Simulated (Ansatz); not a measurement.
# Fe: from the end of a run back to its start

The cell (2 atoms) is Fe as a measured crystal structure (space group Fm-3m, primitive cell doubled). Source: COD entry 9014231, which need not be the ambient phase.

```
Fe
1.0
     0.00000    1.76950    1.76950
     1.76950    0.00000    1.76950
     3.53900    3.53900    0.00000
Fe
2
Direct
  0.00000 0.00000 0.00000
  0.00000 0.00000 0.50000
```

Numbers behind element symbols give the atom's place in this list.

Theory: DFT, PBE, PAW, plane waves, scalar-relativistic (Ansatz development build ahead of 0.2.0).

```json
{"Plane-wave cutoff": "420 eV", "k-point mesh": "13×13×7 (Γ-centred)", "Occupations": "Fermi–Dirac smearing, 0.05 eV"}
```

Site moments are integrals over atomic spheres and don't add up to the total.

The mesh has less symmetry than the lattice, which lowers the symmetry of the run.

In a plain SCF nothing is tried after convergence. Ends within 0.2 meV/atom and 0.1 μB count as one state.

One run gave this history:

```json
{"iteration": "1", "Harris–Foulkes energy + 8961 (eV)": "0.9728", "largest residual (eV)": "2.05e+00", "M (μB)": "5.50", "absolute moment (μB)": "5.59"}
{"iteration": "2", "Harris–Foulkes energy + 8961 (eV)": "0.7627", "largest residual (eV)": "1.19e+00", "M (μB)": "5.34", "absolute moment (μB)": "5.46"}
{"iteration": "3", "Harris–Foulkes energy + 8961 (eV)": "0.2689", "largest residual (eV)": "6.64e-01", "M (μB)": "4.74", "absolute moment (μB)": "4.92"}
{"iteration": "4", "Harris–Foulkes energy + 8961 (eV)": "0.4306", "largest residual (eV)": "9.27e-03", "M (μB)": "4.62", "absolute moment (μB)": "4.83"}
{"iteration": "5", "Harris–Foulkes energy + 8961 (eV)": "0.4191", "largest residual (eV)": "8.99e-03", "M (μB)": "4.48", "absolute moment (μB)": "4.68"}
{"iteration": "6", "Harris–Foulkes energy + 8961 (eV)": "0.4051", "largest residual (eV)": "2.46e-02", "M (μB)": "4.08", "absolute moment (μB)": "4.27"}
{"iteration": "7", "Harris–Foulkes energy + 8961 (eV)": "0.4064", "largest residual (eV)": "2.40e-02", "M (μB)": "4.09", "absolute moment (μB)": "4.29"}
{"iteration": "10", "Harris–Foulkes energy + 8961 (eV)": "0.4003", "largest residual (eV)": "2.45e-02", "M (μB)": "3.95", "absolute moment (μB)": "4.13"}
{"iteration": "12", "Harris–Foulkes energy + 8961 (eV)": "0.4193", "largest residual (eV)": "1.14e-02", "M (μB)": "4.55", "absolute moment (μB)": "4.73"}
{"iteration": "15", "Harris–Foulkes energy + 8961 (eV)": "0.4388", "largest residual (eV)": "2.86e-02", "M (μB)": "4.99", "absolute moment (μB)": "5.18"}
{"iteration": "18", "Harris–Foulkes energy + 8961 (eV)": "0.4263", "largest residual (eV)": "1.11e-02", "M (μB)": "4.76", "absolute moment (μB)": "4.94"}
{"iteration": "21", "Harris–Foulkes energy + 8961 (eV)": "0.4236", "largest residual (eV)": "9.24e-03", "M (μB)": "4.68", "absolute moment (μB)": "4.86"}
{"iteration": "24", "Harris–Foulkes energy + 8961 (eV)": "0.4262", "largest residual (eV)": "1.08e-02", "M (μB)": "4.76", "absolute moment (μB)": "4.94"}
{"iteration": "27", "Harris–Foulkes energy + 8961 (eV)": "0.4104", "largest residual (eV)": "1.43e-02", "M (μB)": "4.23", "absolute moment (μB)": "4.40"}
{"iteration": "29", "Harris–Foulkes energy + 8961 (eV)": "0.4001", "largest residual (eV)": "2.57e-02", "M (μB)": "3.95", "absolute moment (μB)": "4.13"}
{"iteration": "32", "Harris–Foulkes energy + 8961 (eV)": "0.4212", "largest residual (eV)": "1.03e-02", "M (μB)": "4.59", "absolute moment (μB)": "4.78"}
{"iteration": "35", "Harris–Foulkes energy + 8961 (eV)": "0.3281", "largest residual (eV)": "2.03e-05", "M (μB)": "2.29", "absolute moment (μB)": "2.40"}
{"iteration": "38", "Harris–Foulkes energy + 8961 (eV)": "0.3281", "largest residual (eV)": "1.88e-10", "M (μB)": "2.27", "absolute moment (μB)": "2.38"}
```

It ended ferromagnetic, site moments Fe1 1.16, Fe2 1.16 μB, total 2.27 μB per cell, no gap on the k-mesh.

Q: These set-ups ended in different states. Which one gave the run above?
A. a moment on one site alone, plain SCF [Fe2 4.00 μB]
B. opposed moments +-, plain SCF [Fe1 4.00, Fe2 -4.00 μB]
C. parallel moments, plain SCF [Fe1 4.00, Fe2 4.00 μB]

A: C. The others ended as follows, with energies against this run: “opposed moments +-, plain SCF” antiferromagnetic, +13.2 meV/atom; “a moment on one site alone, plain SCF” ferrimagnetic, +12.4 meV/atom.
